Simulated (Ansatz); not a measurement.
Ti:

```xyz
1
Lattice="-1.6410 1.6410 1.6410 1.6410 -1.6410 1.6410 1.6410 1.6410 -1.6410" Properties=species:S:1:pos:R:3 pbc="T T T"
Ti    0.0000    0.0000    0.0000
```

This isn't the form of Ti at room conditions, which is hcp.

```yaml
Program: Ansatz 0.2.0
Task: relaxation of cell and atoms
Functional: PBEsol
Dispersion: D4
Potentials_or_basis: Ansatz PAW
Cutoff: "420 eV (not typed: the program's choice for these potentials)"
k_mesh: 11 × 11 × 11
Occupations: fermi-dirac, width 0.05 eV
Spin: no spin polarisation
```

At the start: volume 17.68 Å³/atom.

Task: How do energy, volume and symmetry change on relaxing?

Result: It ends after 6 steps and the volume is 16.35 Å³/atom (-7.5 %); space group Im-3m (No. 229, to 0.05 Å).

Step by step:
```tsv
step	energy change (eV)	largest force (eV/Å)	volume (Å³)
1	0.0000	0.0000	17.68
2	-0.0054	0.0000	15.26
3	-0.0339	0.0000	16.46
4	-0.0341	0.0000	16.36
5	-0.0341	0.0000	16.35
6	-0.0340	0.0000	16.35
```

Final structure:
```
Ti
1.0
    -1.59903    1.59903    1.59903
     1.59903   -1.59903    1.59903
     1.59903    1.59903   -1.59903
Ti
1
Direct
  0.00000 0.00000 0.00000
```

Caveat: the plane-wave basis is chosen anew once the cell has moved, so the energies of steps on either side of that aren't comparable; the PAW data sets come from PBE, with cores solved anew for the run's functional, which leaves a small shift of forces and pressure.
